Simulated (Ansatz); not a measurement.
Where the states of Tl lie

```
Tl
1.0
    -1.94100    1.94100    1.94100
     1.94100   -1.94100    1.94100
     1.94100    1.94100   -1.94100
Tl
1
Direct
  0.00000 0.00000 0.00000
```

The cell is COD entry 9008555, as deposited and not checked against the literature; nothing was relaxed.

Spin–orbit coupling is left out, though it moves levels of the heavy atoms by tenths of an eV or more.

These are results of Ansatz 0.2.0, DFT, PBE, all-electron LAPW, scalar-relativistic, not measurements.

Numerical set-up: a Γ-centred 13×13×13 k mesh, Fermi–Dirac smearing of 0.05 eV, basis error target 0.25 meV/atom, no spin polarisation.

States per eV and cell, averaged over 0.4 eV, from -11.8 to 6.0 eV, with energies (bin centres) from the Fermi level; empty bins are left out. The partial columns, the largest 3 alone, are projections on Löwdin-orthogonalised atomic shells (those that the program's projection atoms carry: the occupied ones and, for some elements, an empty d or f shell; other empty shells have no column), summed over atoms of an element. Weights on diffuse s and p shells depend on that basis and aren't pure angular character.

```csv
E (eV),total,Tl 5d,Tl 6p,Tl 6s
-11.7,9.97,9.84,0.07,0.05
-11.3,12.72,12.65,0.06,0.02
-10.9,2.31,2.30,0.01,0.00
-9.7,0.05,0.00,0.01,0.04
-9.3,0.12,0.00,0.05,0.07
-8.9,0.15,0.00,0.07,0.08
-8.5,0.18,0.00,0.08,0.10
-8.1,0.21,0.00,0.10,0.11
-7.7,0.24,0.01,0.11,0.12
-7.3,0.26,0.01,0.11,0.14
-6.9,0.29,0.01,0.12,0.16
-6.5,0.32,0.01,0.12,0.19
-6.1,0.36,0.01,0.12,0.23
-5.7,0.42,0.01,0.12,0.28
-5.3,0.54,0.02,0.12,0.41
-4.9,0.69,0.02,0.11,0.56
-4.5,0.61,0.01,0.07,0.53
-4.1,0.23,0.00,0.04,0.18
-3.7,0.13,0.00,0.03,0.10
-3.3,0.08,0.00,0.02,0.07
-2.9,0.05,0.00,0.01,0.04
-2.5,0.06,0.00,0.03,0.03
-2.1,0.17,0.00,0.14,0.02
-1.7,0.28,0.00,0.25,0.03
-1.3,0.39,0.00,0.34,0.04
-0.9,0.62,0.01,0.54,0.07
-0.5,0.61,0.01,0.51,0.09
-0.1,0.48,0.00,0.37,0.10
0.3,0.42,0.00,0.32,0.09
0.7,0.44,0.00,0.34,0.09
1.1,0.51,0.01,0.41,0.09
1.5,0.55,0.01,0.46,0.08
1.9,0.55,0.01,0.46,0.07
2.3,0.55,0.01,0.46,0.07
2.7,0.56,0.01,0.47,0.07
3.1,0.57,0.00,0.48,0.06
3.5,0.57,0.00,0.48,0.06
3.9,0.58,0.00,0.49,0.05
4.3,0.58,0.00,0.50,0.05
4.7,0.60,0.00,0.52,0.04
5.1,0.63,0.00,0.54,0.04
5.5,0.63,0.00,0.54,0.04
5.9,0.62,0.00,0.52,0.03
```

Where is the centre of the filled Tl 5d states between -14 eV and the top of the filled states?

-11.36 eV from the Fermi level.
